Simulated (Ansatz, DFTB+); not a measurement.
Redistribution: C5H12 + C3H6S → C4H10S + C4H8

Gas-phase species: C5H12 `CCC(C)C`, singlet; C3H6S (allyl mercaptan) `C=CCS`, singlet; C4H10S (isobutyl mercaptan) `CC(C)CS`, singlet; C4H8 (1-butene) `C=CCC`, singlet. The partners trade CH3 for SH; both sit on C, so the bond types are kept.

Shapes, held fixed at every level: PBE0-D4/def2-TZVP. Flexible molecules stand in one conformer, not always the lowest. Programs: Ansatz 0.2.0, DFTB+ 25.1. Electronic energies: no zero-point or thermal term.

```tsv
level	kind	ΔE (kJ/mol)	less CCSD(T)/CBS estimate
DFTB1	semi-empirical	-1.3	+2.1
HF/def2-TZVPP	Hartree–Fock	-4.1	-0.7
r2SCAN-D4/def2-TZVPP	meta-GGA	-2.5	+0.9
PBE0-D4/def2-TZVPP	global hybrid	-2.8	+0.6
wB97M-V/def2-TZVPP	range-separated hybrid	-3.1	+0.3
B2PLYP/def2-TZVPP	double hybrid	-2.8	+0.6
CCSD/def2-TZVPP	coupled cluster or CI	-3.1	+0.3
CCSD(T)/CBS estimate	coupled cluster or CI	-3.4	0.0
```

The highest level, CCSD(T)/CBS estimate, gives ΔE = -3.4 kJ/mol; the levels span -4.1 to -1.3. That is about zero within the method's error. The column of differences is taken from that level and isn't an error. No measured value is set beside it here. The CBS estimate extrapolates MP2 from def2-TZVPP and def2-QZVPP and adds CCSD(T) − MP2 in the triple-zeta set, cores frozen.
